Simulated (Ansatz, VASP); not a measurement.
Given: the input of a run of VASP 6.6.1 on AgCl.

The input INCAR:

```
SYSTEM = AgCl
PREC = Accurate ; ENCUT = 520
EDIFF = 1E-7 ; ISMEAR = -1
SIGMA = 0.05 ; LREAL = .False.
LASPH = .True. ; NELM = 60
ALGO = Normal ; ISIF = 2
LWAVE = .False. ; LCHARG = .False.
GGA = PE ; NBANDS = 16
```

The input KPOINTS:

```
regular mesh
0
Gamma
  8 8 8
  0 0 0
```

The input POSCAR:

```
AgCl
1.0
    3.5013229027      0.0000000000      0.0000000000
    0.0000000000      3.5013229027      0.0000000000
    0.0000000000      0.0000000000      3.5013229027
Ag Cl
1 1
Direct
    0.0000000000      0.0000000000      0.0000000000
    0.5000000000      0.5000000000      0.5000000000
```

Potentials or basis: VASP PAW PBE potentials, release 64 (Ag, Cl).

Launch:

```bash
$ cat potpaw_PBE.64/Ag/POTCAR potpaw_PBE.64/Cl/POTCAR > POTCAR
$ mpirun -np 1 vasp_std > vasp.out
```

Translate it to Ansatz 0.2.0. Potentials there: Ansatz PAW.

As run (the cutoff follows the program's own potentials):

File input.yaml:

```yaml
crystal:
  lattice:
    - [3.5013229027, 0.0, 0.0]
    - [0.0, 3.5013229027, 0.0]
    - [0.0, 0.0, 3.5013229027]
  atoms:
    - { symbol: Ag, position: [0.0, 0.0, 0.0] }
    - { symbol: Cl, position: [0.5, 0.5, 0.5] }
hamiltonian:
  xc: pbe
  pseudopotentials: { kind: paw }
kpoints:
  mp_grid: { grid: [8, 8, 8] }
scf:
  occupations: { method: fermi_dirac, width: 0.05 }
output:
  forces: true
  stress: true
  eigenvalues: true
```

Potentials or basis: Ansatz PAW.

Run with:

```bash
$ ansatz run input.yaml --threads 2 --pin off --max-ram 5120MiB --backend cpu --events-out ev --progress --plain --runs-dir out
```

Both were run:

|  | VASP | Ansatz | Ansatz less VASP |
| --- | --- | --- | --- |
| gap on the k mesh at the Fermi level (eV) | 0.57 | 0.57 | +0.001 |
| least direct gap on the mesh (eV) | 1.89 | 1.89 | 0.000 |
| pressure (GPa) | -2.6 | -2.4 | +0.12 |

The two sets of potentials don't hold the same shells in valence.

A k mesh can miss the band edges.
